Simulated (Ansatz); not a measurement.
Runs of Ansatz 0.2.0 on ZnSe (Stilleite). Symmetry: F-43m, No. 216, cubic system. The conventional cell has a = 5.668 Å, b = 5.668 Å, c = 5.668 Å, α = 90.00°, β = 90.00°, γ = 90.00°. Se (site symmetry -43m) is surrounded by 4 Zn at 2.45 Å. Around Zn (site symmetry -43m) lie 4 Se at 2.45 Å. 

```csv
potentials or basis,spin,k mesh,cutoff (eV),basis error allowed,gap on the mesh (eV),pressure (GPa)
"all-electron LAPW, non-relativistic",off,8 × 8 × 8,311,0.001 eV/atom,1.73,-0.1
all-electron PAW datasets made for the crystal,off,8 × 8 × 8,220,-,1.17,-1.1
"all-electron LAPW, scalar-relativistic",off,8 × 8 × 8,311,0.001 eV/atom,1.17,-1.1
"all-electron LAPW, inner shells corrected to Dirac's equation",off,8 × 8 × 8,311,0.001 eV/atom,1.17,-1.1
"all-electron LAPW, relativistic spinors","SOC, no magnetisation",6 × 6 × 6,311,0.001 eV/atom,(a),-1.1
```

Alike in all rows: task band structure; level PBEsol; cell as given; smearing fermi-dirac 0.05 eV.

Question: Estimate the missing entries.

Answer: (a) 1.04.

Caveats: relativity is left out, which matters for the heavier elements (some runs).

A k mesh can miss the band edges, and rows without SOC leave out spin-orbit coupling on Se.

The runs don't all hold the same shells in valence.
